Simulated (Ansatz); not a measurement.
# Thickness series of a ZrC/MoSe2/Sc junction

How fast does the current through ZrC/MoSe2/Sc fall with each added layer? The lower electrode is ZrC rock salt(111), the upper one Sc hcp(0001); the barrier is MoSe2 3R layers (two layers in the relaxed core). In the first transport cell, after relaxation, the nearest pair of electrode and barrier is Zr–Se at 2.77 Å, along the normal, at the lower face and Sc–Se at 2.73 Å, along the normal, at the upper one. All share a net of side 3.3 Å, which strains the lower electrode by -0.9 %, the upper one by -0.6 % and the barrier by +0.0 %, against typed lattice constants near PBE's. The first steps treat the bulk electrodes alone.

Method: PBE+D3(BJ) DFT, plane waves, PAW files, in the first sound run; inputs show where later runs differ, in Ansatz 0.2.0.

### 1. Starting point

It takes space group R-3m (No. 166, trigonal). The conventional cell has a = 3.300 Å, b = 3.300 Å, c = 8.210 Å, α = 90.00°, β = 90.00°, γ = 120.00°. Nearest to Zr lie 6 C at 2.35 Å. Nearest to C lie 6 Zr at 2.35 Å. Farther neighbours are not listed.

### 2. Layer spacing of the electrode, 6 atoms, electrode ZrC rock salt(111)

The electrode is held to the junction's net and relaxed along the normal; its spacing is used for the ideal lead layers.

Contents of input.yaml:

```yaml
crystal:
  lattice:
    - [3.3, 0.0, 0.0]
    - [-1.65, 2.8578838325, 0.0]
    - [0.0, 0.0, 8.2102095104]
  atoms:
    - { symbol: Zr, position: [0.0, 0.0, 0.0] }
    - { symbol: C, position: [0.3333333333, 0.6666666667, 0.1666666667] }
    - { symbol: Zr, position: [0.6666666667, 0.3333333333, 0.3333333333] }
    - { symbol: C, position: [0.0, 0.0, 0.5] }
    - { symbol: Zr, position: [0.3333333333, 0.6666666667, 0.6666666667] }
    - { symbol: C, position: [0.6666666667, 0.3333333333, 0.8333333333] }
kpoints:
  mp_grid: { grid: [12, 12, 4] }
scf:
  occupations: { method: fermi_dirac, width: 0.1 }
  max_iter: 150
hamiltonian:
  xc: pbe
  dispersion: d3bj
relax:
  f_tol: 0.01
  max_steps: 40
  cell: { fix: [a, b, angles] }
```

Command:

```sh
$ ansatz run input.yaml --threads 4 --pin off --max-ram 10240MiB --backend cpu --events-out ev --progress --plain --runs-dir out
```

Numbers of over 12 decimals in the logs are rounded to 6 here.

The log of the run:

```text
Engine: ansatz 0.2.0, aarch64-unknown-linux-gnu
Pseudopotentials: kind: paw
Pseudopotential: Zr, paw, valence charge 12, recommended cutoff 420 eV (normal), Zr.paw.azcp
Pseudopotential: C, paw, valence charge 4, recommended cutoff 420 eV (normal), C.paw.azcp
Functional definition: PBE
  parameter kappa = 0.804
  parameter beta = 0.066725
  exchange = pbe_x(kappa = kappa, mu = beta*pi^2/3)
  correlation = pbe_c(beta = beta)
Crystal: 6 atoms, lattice volume = 77.431 Å³
Basis set: ecut = 420 eV, 1515 PW (Γ), exchange–correlation on 48×48×120 points (8 copies of the dense FFT grid, shifted against one another)
Bands: 30, of which v1, the nominal top of the filled ones, is band 24 counted from 1 (23 counted from 0)
Symmetry: 36 space group operations
Space group: R-3m (ITA 166), of the structure as read, at distance tolerance 4.3e-5 Å
k-points: 69 of 576
Non-local potential: Zr, projectors of the file, l = 0: 3, l = 1: 2, l = 2: 2, l = 3: 2
Non-local potential: C, projectors of the file, l = 0: 2, l = 1: 2, l = 2: 1
PAW form: soft (Blöchl's): semilocal exchange-correlation on the pseudo side does not see the compensation charge
PAW one-centre angular grid: Zr, 590 points (default); XC on 64 Gauss nodes
PAW one-centre angular grid: C, 110 points (default); XC on 64 Gauss nodes
Initial density: superposition of atomic densities (neutral atoms: chi_scale 0, normalization atom), corrected by the library's trained network
Initial wavefunctions: pseudopotential atomic-orbital guess
Functional: x = pbe(κ = 0.804, μ = 0.219515), c = pbe(β = 0.066725)
SCF iter   1: F=—  HF=-13311.897876 eV  |F-HF|=—  |Δ(HF+E_count)|=         —  Δρ=1.21e-3  dr2=9.18e-4  ethr=1.77e-3  ⟨swp⟩=4.3  Hψ=8025  notcnv=0
preconditioner: auto → Kerker (q_TF=auto, 2.519 Å⁻¹)  [metal: Δε(μ)=0.061 eV  Ē_g=16.642 eV  σ=0.100 eV  W_gap=0.15  n_scr=24 (ndim 8)  ℏωp=27.3 eV  f_vac=0.000  D(μ)=0.89/eV (n_scr^D=2)]
SCF iter   2: F=—  HF=-13311.896192 eV  |F-HF|=—  |Δ(HF+E_count)|=   1.68e-3  Δρ=5.32e-4  dr2=7.27e-5  ethr=1.91e-6  ⟨swp⟩=2.0  Hψ=4262  notcnv=0
SCF iter   3: F=—  HF=-13311.896267 eV  |F-HF|=—  |Δ(HF+E_count)|=   7.49e-5  Δρ=2.21e-4  dr2=1.22e-5  ethr=1.52e-7  ⟨swp⟩=2.1  Hψ=2519  notcnv=0
SCF iter   4: F=—  HF=-13311.896279 eV  |F-HF|=—  |Δ(HF+E_count)|=   1.22e-5  Δρ=2.64e-5  dr2=4.60e-7  ethr=2.54e-8  ⟨swp⟩=2.6  Hψ=3333  notcnv=0
iter 5 did not close the SCF: its close was put off for the readings that it lacked (scf_convergence_deferred on its scf_iter line)
SCF iter   5: F=-13311.896279 eV  HF=-13311.896279 eV  |F-HF|=9.04e-9  |Δ(HF+E_count)|=  5.07e-10  Δρ=8.51e-6  dr2=4.12e-8  ethr=9.58e-10  ⟨swp⟩=2.0  Hψ=2851  notcnv=0
SCF iter   6: F=-13311.896279 eV  HF=-13311.896279 eV  |F-HF|=1.38e-10  |Δ(HF+E_count)|=   1.46e-8  Δρ=1.75e-6  dr2=1.24e-9  ethr=8.57e-11  ⟨swp⟩=2.0  Hψ=6670  notcnv=0
SCF 1 converged in 6 iterations: F = -13311.896279 eV  dr2 = 1.24e-9
  greatest PAW one-centre occupation: 0.996 electrons in one spin orbital (limit 2), on the Zr atom at site 4 (counted from 0), in its partial waves of l = 0
relax step   1: F+E_penalty+E_count = -13311.89627879 eV  Δ(F+E_penalty+E_count) = +0.000e0 eV  max|allowed force component| = 3.863e-26 eV/Å  Δτ_max = 0.0000 Å  P = -2.636 GPa  Ω = 77.431 Å³  fix = [a, b, alpha, beta, gamma]  reactions: a -1.006, b -1.006 GPa  (6 SCF iters, dr2 threshold 1.00e-7 eV, accepted)
Crystal: 6 atoms, lattice volume = 74.728 Å³
Basis set: ecut = 420 eV, 1503 PW (Γ), exchange–correlation on 48×48×120 points (8 copies of the dense FFT grid, shifted against one another)
Initial density: handed on by an earlier stage of this run
Initial wavefunctions: those handed on with the density
iter 1 solved again at ethr=6.03e-5 eV; its pass at ethr=3.10e-3 eV (dr2=2.90e-2 eV) is discarded
SCF iter   1: F=—  HF=-13311.873297 eV  |F-HF|=—  |Δ(HF+E_count)|=         —  Δρ=5.85e-3  dr2=2.95e-2  ethr=6.03e-5  ⟨swp⟩=1.3  Hψ=12072  notcnv=0
preconditioner: auto → Kerker (q_TF=auto, 2.534 Å⁻¹)  [metal: Δε(μ)=0.012 eV  Ē_g=16.726 eV  σ=0.100 eV  W_gap=0.03  n_scr=24 (ndim 8)  ℏωp=27.8 eV  f_vac=0.000  D(μ)=0.91/eV (n_scr^D=2)]
SCF iter   2: F=—  HF=-13311.866960 eV  |F-HF|=—  |Δ(HF+E_count)|=   6.34e-3  Δρ=1.79e-3  dr2=1.84e-3  ethr=6.03e-5  ⟨swp⟩=2.0  Hψ=2891  notcnv=0
SCF iter   3: F=—  HF=-13311.866662 eV  |F-HF|=—  |Δ(HF+E_count)|=   2.98e-4  Δρ=7.45e-4  dr2=2.87e-4  ethr=3.84e-6  ⟨swp⟩=2.2  Hψ=2670  notcnv=0
SCF iter   4: F=—  HF=-13311.866623 eV  |F-HF|=—  |Δ(HF+E_count)|=   3.91e-5  Δρ=9.53e-5  dr2=5.65e-6  ethr=5.98e-7  ⟨swp⟩=3.0  Hψ=3916  notcnv=0
SCF iter   5: F=-13311.866623 eV  HF=-13311.866623 eV  |F-HF|=2.25e-8  |Δ(HF+E_count)|=   6.68e-7  Δρ=1.78e-5  dr2=1.80e-7  ethr=1.25e-9  ⟨swp⟩=4.2  Hψ=7368  notcnv=0
SCF 2 converged in 5 iterations: F = -13311.866623 eV  dr2 = 1.80e-7
relax step   2: F+E_penalty+E_count = -13311.86662327 eV  Δ(F+E_penalty+E_count) = +2.966e-2 eV  max|allowed force component| = 8.717e-27 eV/Å  Δτ_max = 0.0000 Å  P = +5.893 GPa  Ω = 74.728 Å³  energy of the carried Pulay correction = +3.438e-3 eV  fix = [a, b, alpha, beta, gamma]  (5 SCF iters, dr2 threshold 6.00e-7 eV, rejected (line search))
Crystal: 6 atoms, lattice volume = 76.432 Å³
iter 1 solved again at ethr=2.39e-5 eV; its pass at ethr=3.10e-3 eV (dr2=1.15e-2 eV) is discarded
SCF iter   1: F=—  HF=-13311.919405 eV  |F-HF|=—  |Δ(HF+E_count)|=         —  Δρ=3.80e-3  dr2=1.30e-2  ethr=2.39e-5  ⟨swp⟩=1.7  Hψ=11205  notcnv=0
preconditioner: auto → Kerker (q_TF=auto, 2.525 Å⁻¹)  [metal: Δε(μ)=0.072 eV  Ē_g=16.667 eV  σ=0.100 eV  W_gap=0.18  n_scr=24 (ndim 8)  ℏωp=27.5 eV  f_vac=0.000  D(μ)=0.92/eV (n_scr^D=2)]
SCF iter   2: F=—  HF=-13311.916670 eV  |F-HF|=—  |Δ(HF+E_count)|=   2.74e-3  Δρ=1.13e-3  dr2=7.38e-4  ethr=2.39e-5  ⟨swp⟩=2.0  Hψ=2891  notcnv=0
SCF iter   3: F=—  HF=-13311.916558 eV  |F-HF|=—  |Δ(HF+E_count)|=   1.12e-4  Δρ=4.92e-4  dr2=1.30e-4  ethr=1.54e-6  ⟨swp⟩=2.2  Hψ=2687  notcnv=0
SCF iter   4: F=—  HF=-13311.916544 eV  |F-HF|=—  |Δ(HF+E_count)|=   1.39e-5  Δρ=5.85e-5  dr2=2.03e-6  ethr=2.71e-7  ⟨swp⟩=3.0  Hψ=3959  notcnv=0
SCF iter   5: F=—  HF=-13311.916544 eV  |F-HF|=—  |Δ(HF+E_count)|=   1.75e-7  Δρ=9.07e-6  dr2=4.03e-8  ethr=4.23e-9  ⟨swp⟩=2.5  Hψ=2921  notcnv=0
SCF iter   6: F=—  HF=-13311.916544 eV  |F-HF|=—  |Δ(HF+E_count)|=   1.71e-8  Δρ=2.17e-6  dr2=2.69e-9  ethr=8.39e-11  ⟨swp⟩=2.8  Hψ=3666  notcnv=0
SCF iter   7: F=-13311.916544 eV  HF=-13311.916544 eV  |F-HF|=3.27e-11  |Δ(HF+E_count)|=  7.68e-10  Δρ=2.74e-7  dr2=2.91e-11  ethr=1.00e-12  ⟨swp⟩=3.0  Hψ=8998  notcnv=0
SCF 3 converged in 7 iterations: F = -13311.916544 eV  dr2 = 2.91e-11
relax step   3: F+E_penalty+E_count = -13311.91654424 eV  Δ(F+E_penalty+E_count) = -2.027e-2 eV  max|allowed force component| = 1.240e-28 eV/Å  Δτ_max = 0.0000 Å  P = +0.347 GPa  Ω = 76.432 Å³  energy of the carried Pulay correction = +1.257e-3 eV  fix = [a, b, alpha, beta, gamma]  reactions: a +0.603, b +0.603 GPa  (7 SCF iters, accepted)
[...]
relax step   4: F+E_penalty+E_count = -13311.91659605 eV  Δ(F+E_penalty+E_count) = -5.181e-5 eV  max|allowed force component| = 1.830e-27 eV/Å  Δτ_max = 0.0000 Å  P = +0.436 GPa  Ω = 76.403 Å³  energy of the carried Pulay correction = +1.293e-3 eV  fix = [a, b, alpha, beta, gamma]  reactions: a +0.653, b +0.653 GPa  (3 SCF iters, dr2 threshold 6.98e-8 eV, accepted)
Initial wavefunctions: pseudopotential atomic-orbital guess (no wavefunctions were taken with the density)
iter 1 solved again at ethr=4.28e-8 eV; its pass at ethr=3.10e-3 eV (dr2=2.05e-5 eV) is discarded
SCF iter   1: F=—  HF=-13311.915443 eV  |F-HF|=—  |Δ(HF+E_count)|=         —  Δρ=5.21e-5  dr2=3.30e-7  ethr=4.28e-8  ⟨swp⟩=3.4  Hψ=13678  notcnv=0
preconditioner: auto → Kerker (q_TF=auto, 2.525 Å⁻¹)  [metal: Δε(μ)=0.066 eV  Ē_g=16.673 eV  σ=0.100 eV  W_gap=0.16  n_scr=24 (ndim 8)  ℏωp=27.5 eV  f_vac=0.000  D(μ)=0.91/eV (n_scr^D=2)]
SCF iter   2: F=—  HF=-13311.915444 eV  |F-HF|=—  |Δ(HF+E_count)|=   8.47e-7  Δρ=2.77e-5  dr2=7.66e-8  ethr=6.87e-10  ⟨swp⟩=2.0  Hψ=2900  notcnv=0
SCF iter   3: F=—  HF=-13311.915444 eV  |F-HF|=—  |Δ(HF+E_count)|=   2.88e-7  Δρ=5.11e-6  dr2=3.90e-9  ethr=1.60e-10  ⟨swp⟩=2.0  Hψ=2862  notcnv=0
SCF iter   4: F=—  HF=-13311.915444 eV  |F-HF|=—  |Δ(HF+E_count)|=   8.14e-9  Δρ=5.81e-7  dr2=1.71e-10  ethr=8.13e-12  ⟨swp⟩=2.0  Hψ=2897  notcnv=0
SCF iter   5: F=-13311.915444 eV  HF=-13311.915444 eV  |F-HF|=3.64e-12  |Δ(HF+E_count)|=  5.46e-11  Δρ=7.84e-8  dr2=2.79e-12  ethr=1.00e-12  ⟨swp⟩=4.0  Hψ=7300  notcnv=0
SCF 5 converged in 5 iterations: F = -13311.915444 eV  dr2 = 2.79e-12
relax step   5: F+E_penalty+E_count = -13311.91544402 eV  Δ(F+E_penalty+E_count) = +1.152e-3 eV  max|allowed force component| = 9.526e-28 eV/Å  Δτ_max = 0.0000 Å  P = +0.413 GPa  Ω = 76.403 Å³  fix = [a, b, alpha, beta, gamma]  reactions: a +0.640, b +0.640 GPa  stress off target by 3.93e-2 GPa on what of the cell is left free  SCF on the basis re-selected at this cell (its energy is not comparable with the rows above)  (5 SCF iters)
basis re-selected at this cell: Δ(F+E_penalty+E_count) = +1.152e-3 eV, ΔP = -0.023 GPa vs the last step (what re-selecting the basis moved, of the pressure what is left beyond the Pulay correction that the steps carried, after the strain that the cell walked since its last selection, with what the two solves' SCF thresholds leave and, on support functions, any second-order correction that the steps lacked; it is no m [...]
SCF converged after 5 iterations
Free energy (F): -13311.915444 eV
Harris-Foulkes:  -13311.915444 eV  (|F-HF|=3.64e-12)
Internal energy: -13311.884774 eV  (E = F + TS)
E sigma→0 (E₀):  -13311.900109 eV
Entropy (-TS):   -0.030670 eV (-5.112 meV/atom)
Fermi energy:    15.208513 eV
--- Per-component energies (eV) ---
  E_band       = -129.698456
  E_kinetic    = 1271.846277
  E_local      = -1754.470165  (includes V_loc(G=0)·N_el)
  E_nonlocal   = 313.558220
  E_hartree    = 528.035939
  E_xc         = -635.635383
  E_vxc        = -760.118305  (∫ρ·V_xc dr)
  E_paw        = -9156.289283  (= ΣΔE_a)
  E_vpaw       = -256.586421  (= ΣTr[D̂ρ^β])
  E_aug_tail   = 0.000090  (compensation charges beyond the density's cutoff)
  E_ewald      = -3876.482873
  E_disp       = -2.447596  (pairwise vdW)
  E_smearing   = -0.030670  (= −TS)
  E_closure    = 0.000000  (closes the sum)
  Σ components = -13311.915444   (vs F -13311.915444, Δ=0.00e0)
--- Forces (eV/Å), atoms counted from 1 ---
  atom   1  Zr    -0.00000000     0.00000000    -0.00000000
  atom   2  C     -0.00000000     0.00000000     0.00000000
  atom   3  Zr    -0.00000000    -0.00000000     0.00000000
  atom   4  C      0.00000000     0.00000000     0.00000000
  atom   5  Zr     0.00000000     0.00000000    -0.00000000
  atom   6  C      0.00000000     0.00000000     0.00000000
  max |Σ_I F_I| component: 2.90e-27 eV/Å
--- Stress (GPa, compression-positive) ---
        0.639629      -0.000000      -0.000000
        0.000000       0.639629       0.000000
        0.000000       0.000000      -0.039315
  P = ⅓ Tr σ = 0.4133 GPa (4.133 kbar)
--- Relaxed structure (4 steps of the walk, 3 accepted, 1 SCFs on fresh bases) ---
  F+E_penalty+E_count = -13311.91544402 eV   max|allowed force component| = 9.526e-28 eV/Å   (the final SCF, on the basis selected at the relaxed cell)
  cell:  # Å, volume = 76.4025 Å³
    - [3.300000, 0, 0]
    - [-1.650000, 2.857884, 0]
    - [0, 0, 8.101199]
  atoms:
    - { symbol: Zr, position: [0, 0, 0] }
    - { symbol: C, position: [0.333333, 0.666667, 0.166667] }
    - { symbol: Zr, position: [0.666667, 0.333333, 0.333333] }
    - { symbol: C, position: [0, 0, 0.500000] }
    - { symbol: Zr, position: [0.333333, 0.666667, 0.666667] }
    - { symbol: C, position: [0.666667, 0.333333, 0.833333] }
```

Wall time 7.4 s (4 threads of Arm Neoverse V2, shared host); peak memory 0.55 GiB.

The steps of the relaxation:

```csv
step,energy less that of the first step (eV),largest force component (eV/Å),pressure (GPa),volume (Å³)
1,0.0000,0.0000,-2.64,77.43
2,0.0297,0.0000,5.89,74.73
3,-0.0203,0.0000,0.35,76.43
4,-0.0203,0.0000,0.44,76.40
5*,-0.0192,0.0000,0.41,76.40
```

Relaxation steps marked * repeat the geometry before them on a plane-wave basis chosen anew for their cell, so energy and pressure can jump there. Relaxation step 2 was tried and not accepted.

Forces are held to the 36 operations that the run works with; a distortion that breaks them can't arise in this run.

```
     cell as run  before  after  change
           a (Å)   3.300  3.300  +0.0 %
           b (Å)   3.300  3.300  +0.0 %
           c (Å)   8.210  8.101  -1.3 %
volume (Å³/atom)   12.91  12.73  -1.3 %
```

The relaxed structure:

```cif
data_structure
_symmetry_space_group_name_H-M 'P 1'
_symmetry_Int_Tables_number 1
_cell_length_a 3.3000
_cell_length_b 3.3000
_cell_length_c 8.1012
_cell_angle_alpha 90.000
_cell_angle_beta 90.000
_cell_angle_gamma 120.000
_cell_volume 76.40
loop_
_atom_site_label
_atom_site_type_symbol
_atom_site_fract_x
_atom_site_fract_y
_atom_site_fract_z
_atom_site_occupancy
Zr1 Zr 0.00000 0.00000 0.00000 1
C2 C 0.33333 0.66667 0.16667 1
Zr3 Zr 0.66667 0.33333 0.33333 1
C4 C 0.00000 0.00000 0.50000 1
Zr5 Zr 0.33333 0.66667 0.66667 1
C6 C 0.66667 0.33333 0.83333 1
```

Numbers from this step:

* free energy: -13311.9154 eV
* Fermi energy: 15.21 eV
* pressure: 0.4133 GPa

### 3. The strained electrode, 2 atoms, electrode Sc hcp(0001)

System of this step: Sc. Symmetry: P6_3/mmc, No. 194, hexagonal system. The conventional cell has a = 3.300 Å, b = 3.300 Å, c = 5.182 Å, α = 90.00°, β = 90.00°, γ = 120.00°. Sc has 12 Sc at 3.22 to 3.30 Å nearest.

The electrode is held to the junction's net and relaxed along the normal; its spacing is used for the ideal lead layers.

input.yaml, the sections that differ from step 2:

```yaml
crystal:
  lattice:
    - [3.3, 0.0, 0.0]
    - [-1.65, 2.8578838325, 0.0]
    - [0.0, 0.0, 5.1817590361]
  atoms:
    - { symbol: Sc, position: [0.0, 0.0, 0.0] }
    - { symbol: Sc, position: [0.3333333333, 0.6666666667, 0.5] }
kpoints:
  mp_grid: { grid: [12, 12, 6] }
# scf, hamiltonian, relax: as in step 2
```

The log of the run:

```text
[...]
Crystal: 2 atoms, lattice volume = 48.869 Å³
Basis set: ecut = 420 eV, 965 PW (Γ), exchange–correlation on 48×48×72 points (8 copies of the dense FFT grid, shifted against one another)
Bands: 15, of which v1, the nominal top of the filled ones, is band 11 counted from 1 (10 counted from 0)
Symmetry: 24 space group operations
[...]
k-points: 76 of 864
[...]
SCF iter   1: F=—  HF=-4272.466058 eV  |F-HF|=—  |Δ(HF+E_count)|=         —  Δρ=1.88e-3  dr2=1.65e-3  ethr=1.77e-3  ⟨swp⟩=3.1  Hψ=4672  notcnv=0
[...]
SCF iter   6: F=-4272.465398 eV  HF=-4272.465398 eV  |F-HF|=2.64e-11  |Δ(HF+E_count)|=   5.79e-9  Δρ=9.04e-7  dr2=2.86e-10  ethr=2.89e-11  ⟨swp⟩=1.0  Hψ=3561  notcnv=0
SCF 1 converged in 6 iterations: F = -4272.465398 eV  dr2 = 2.86e-10
[...]
relax step   1: F+E_penalty+E_count = -4272.46539757 eV  Δ(F+E_penalty+E_count) = +0.000e0 eV  max|allowed force component| = 7.401e-17 eV/Å  Δτ_max = 0.0000 Å  P = -1.987 GPa  Ω = 48.869 Å³  fix = [a, b, alpha, beta, gamma]  reactions: a -1.854, b -1.854 GPa  (6 SCF iters, dr2 threshold 1.00e-7 eV, accepted)
Crystal: 2 atoms, lattice volume = 47.812 Å³
Basis set: ecut = 420 eV, 953 PW (Γ), exchange–correlation on 48×48×72 points (8 copies of the dense FFT grid, shifted against one another)
[...]
SCF iter   6: F=-4272.473398 eV  HF=-4272.473398 eV  |F-HF|=3.64e-12  |Δ(HF+E_count)|=    0.00e0  Δρ=1.10e-7  dr2=2.31e-12  ethr=1.00e-12  ⟨swp⟩=1.0  Hψ=3514  notcnv=0
SCF 2 converged in 6 iterations: F = -4272.473398 eV  dr2 = 2.31e-12
relax step   2: F+E_penalty+E_count = -4272.47339815 eV  Δ(F+E_penalty+E_count) = -8.001e-3 eV  max|allowed force component| = 8.789e-17 eV/Å  Δτ_max = 0.0000 Å  P = -0.890 GPa  Ω = 47.812 Å³  energy of the carried Pulay correction = +1.592e-4 eV  fix = [a, b, alpha, beta, gamma]  reactions: a -1.291, b -1.291 GPa  (6 SCF iters, dr2 threshold 2.00e-7 eV, accepted)
Crystal: 2 atoms, lattice volume = 47.770 Å³
[...]
SCF iter   7: F=-4272.473415 eV  HF=-4272.473415 eV  |F-HF|=1.82e-12  |Δ(HF+E_count)|=  9.09e-13  Δρ=1.29e-9  dr2=5.10e-16  ethr=1.00e-12  ⟨swp⟩=1.0  Hψ=2584  notcnv=0
SCF 3 converged in 7 iterations: F = -4272.473415 eV  dr2 = 5.10e-16
relax step   3: F+E_penalty+E_count = -4272.47341512 eV  Δ(F+E_penalty+E_count) = -1.698e-5 eV  max|allowed force component| = 4.626e-17 eV/Å  Δτ_max = 0.0000 Å  P = -0.844 GPa  Ω = 47.770 Å³  energy of the carried Pulay correction = +1.656e-4 eV  fix = [a, b, alpha, beta, gamma]  reactions: a -1.268, b -1.268 GPa  (7 SCF iters, dr2 threshold 1.83e-8 eV, accepted)
[...]
SCF iter   8: F=-4272.473253 eV  HF=-4272.473253 eV  |F-HF|=9.09e-13  |Δ(HF+E_count)|=  9.09e-13  Δρ=5.56e-11  dr2=3.20e-19  ethr=1.00e-12  ⟨swp⟩=1.0  Hψ=2584  notcnv=0
SCF 4 converged in 8 iterations: F = -4272.473253 eV  dr2 = 3.20e-19
relax step   4: F+E_penalty+E_count = -4272.47325273 eV  Δ(F+E_penalty+E_count) = +1.624e-4 eV  max|allowed force component| = 5.089e-17 eV/Å  Δτ_max = 0.0000 Å  P = -0.844 GPa  Ω = 47.770 Å³  fix = [a, b, alpha, beta, gamma]  reactions: a -1.267, b -1.267 GPa  stress off target by 3.82e-3 GPa on what of the cell is left free  SCF on the basis re-selected at this cell (its energy is not comparable with the rows above)  (8 SCF iters)
[...]
SCF converged after 8 iterations
Free energy (F): -4272.473253 eV
[...]
Internal energy: -4272.354237 eV  (E = F + TS)
E sigma→0 (E₀):  -4272.413745 eV
Entropy (-TS):   -0.119015 eV (-59.508 meV/atom)
Fermi energy:    9.611990 eV
[...]
--- Stress (GPa, compression-positive) ---
       -1.267443       0.000000       0.000000
        0.000000      -1.267443       0.000000
        0.000000       0.000000       0.003822
  P = ⅓ Tr σ = -0.8437 GPa (-8.437 kbar)
--- Relaxed structure (3 steps of the walk, 3 accepted, 1 SCFs on fresh bases) ---
[...]
cell:  # Å, volume = 47.7702 Å³
    - [3.300000, 0, 0.0]
    - [-1.650000, 2.857884, 0.0]
    - [0.0, 0.0, 5.065222]
  atoms:
    - { symbol: Sc, position: [9.251858539620026e-18, -5.0885221963063406e-17, 0.0] }
    - { symbol: Sc, position: [0.333333, 0.666667, 0.5] }
```

Run time: 2.5 s. Hardware: 4 threads; peak memory 0.44 GiB.

Step by step:

| step | energy less that of the first step (eV) | largest force component (eV/Å) | pressure (GPa) | volume (Å³) |
| --- | --- | --- | --- | --- |
| 1 | 0.0000 | 0.0000 | -1.99 | 48.87 |
| 2 | -0.0080 | 0.0000 | -0.89 | 47.81 |
| 3 | -0.0080 | 0.0000 | -0.84 | 47.77 |
| 4* | -0.0079 | 0.0000 | -0.84 | 47.77 |

Relaxation steps marked * repeat the geometry before them on a plane-wave basis chosen anew for their cell, so energy and pressure can jump there.

The run keeps the 24 symmetry operations that it works with, so distortions that break them were not tested.

```
conventional cell, symmetrised  before  after  change
                         a (Å)   3.300  3.300  +0.0 %
                         b (Å)   3.300  3.300  +0.0 %
                         c (Å)   5.182  5.065  -2.2 %
              volume (Å³/atom)   24.43  23.89  -2.2 %
```

Final coordinates:

```xyz
2
Lattice="3.3000 0.0000 0.0000 -1.6500 2.8579 0.0000 0.0000 0.0000 5.0652" Properties=species:S:1:pos:R:3 pbc="T T T"
Sc    0.0000    0.0000    0.0000
Sc    0.0000    1.9053    2.5326
```

Numbers from this step:

- free energy: -4272.4733 eV
- Fermi energy: 9.612 eV
- pressure: -0.8437 GPa

The cell shrank by 2.2 % in volume.

(Part 1 of 5 ends here.)

[Logs are printed without paths, hosts, clocks, repeated set-up lines and the standing remarks that a program may print on its own settings, such as how far it seeks lower states.]

[Hosts, paths, dates, database ids (printed as entryN), source tags and the programs' standing remarks are cut or masked in the printed files.]
